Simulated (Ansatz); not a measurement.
MgS (Niningerite):

```
S Mg
1.0
     0.00000    2.60165    2.60165
     2.60165    0.00000    2.60165
     2.60165    2.60165    0.00000
S Mg
1 1
Direct
  0.50000 0.50000 0.50000
  0.00000 0.00000 0.00000
```

Base run:

| Quantity | Value |
| --- | --- |
| Program | Ansatz 0.2.0 |
| Functional | HSE06 |
| Potentials or basis | Ansatz PAW |
| Cutoff | 420 eV (not typed: the program's choice for these potentials) |
| k mesh | 5 × 5 × 5 |
| Occupations | fermi-dirac, width 0.05 eV |
| Spin | no spin polarisation |

Its results: pressure -0.3 GPa.

Q: The run is repeated on the same cell with these changes: functional from HSE06 to HSEsol. What comes out?

A: Pressure -1.7 GPa.

Caveats: the PAW data sets come from PBE, with cores solved anew for the run's functional, which leaves a small shift of forces and pressure; the thresholds are loose for stress.
